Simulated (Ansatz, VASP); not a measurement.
# Two plane-wave programs on PtSe2

```xyz
6
Lattice="3.7603 0.0000 0.0000 -1.8802 3.2565 0.0000 0.0000 0.0000 22.3997" Properties=species:S:1:pos:R:3 pbc="T T T"
Se    1.8802    1.0855    7.4793
Se    0.0000    2.1710   10.0060
Se    1.8802    1.0855   12.3937
Se    0.0000    2.1710   14.9204
Pt    0.0000    0.0000    8.7527
Pt    0.0000    0.0000   13.6470
```

Alike in both runs: functional PBEsol; k mesh 9 × 9 × 1; occupations gaussian, width 0.1 eV; no spin polarisation.

Ansatz relaxed the structure, and its values are those at the end. VASP's run is a single point on that final structure, the one shown.

|  | VASP | Ansatz |
| --- | --- | --- |
| version | VASP 6.6.1 | Ansatz 0.2.0 |
| potentials or method | VASP PAW PBE potentials, release 64 (Se, Pt) | scalar-relativistic, plane waves, PAW |
| plane-wave cutoff (eV) | 520 | 420 |
| valence electrons in the cell | 44 | 100 |

```tsv
	VASP	Ansatz	Ansatz less VASP
gap on the k mesh at the Fermi level (eV)	0.32	0.33	+0.010
least direct gap on the mesh (eV)	0.77	0.78	+0.008
rms of the force components (eV/Å)	0.004	0.002	-0.0019
```

The functional is the same, so the differences come from potentials, cutoffs and numerics. The two sets of potentials don't hold the same shells in valence.

Caveats: the PAW data sets were made with another functional, which shifts forces and pressure a little (VASP); spin-orbit coupling is left out, which moves the levels of the heavy elements.
